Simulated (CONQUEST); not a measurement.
## Ir under changes of volume

One of the cells (14.627 Å³/atom); the others are scaled copies at fixed shape and fractional positions:

```
CELL_PARAMETERS angstrom
2.75138 0.00000 0.00000
0.00000 4.46229 0.00000
0.00000 0.00000 4.76553
ATOMIC_POSITIONS crystal
Ir 0.00000 0.25000 0.66667
Ir 0.50000 0.25000 0.16667
Ir 0.00000 0.75000 0.33333
Ir 0.50000 0.75000 0.83333
```

This isn't the form of Ir at room conditions, which is fcc.

| Quantity | Value |
| --- | --- |
| Program | CONQUEST 1.3 |
| Functional | PBE |
| Potentials or basis | PseudoDojo NC PBE, DZP, grid of 32 × 48 × 48 points |
| k mesh | 7 × 5 × 4 |
| Occupations | fermi-dirac, width 0.05 eV |
| Spin | no spin polarisation |

```tsv
volume (Å³/atom)	energy over the lowest point (meV/atom)	pressure (GPa)	largest force (eV/Å)
13.749	92.23	31.2	0.001
14.042	45.17	20.9	0.004
14.335	?	?	?
14.627	0.76	4.1	0.011
14.920	0.00	-2.9	0.014
15.212	11.16	-9.1	0.017
15.505	32.90	-14.3	0.022
```

What does the run at 14.335 Å³/atom give?

Energy over the lowest point 15.37 meV/atom; pressure 12.1 GPa; largest force 0.010 eV/Å.

Worked out: A Birch-Murnaghan fit of order 3 (a polynomial in V^(-2/3)) to the other rows has its minimum at 14.79 Å³/atom with B0 = V·E''(V) = 351 GPa and B' = 5.1 at fixed shape and positions, which overstates the stiffness. It gives 15.28 meV/atom at 14.335 Å³/atom, against the run's 15.37, and -dE/dV = 11.9 GPa, against 12.1.

Energies are extrapolated to zero smearing.

Caveats: the basis of atomic orbitals isn't converged, which shifts pressures, moduli and gaps.
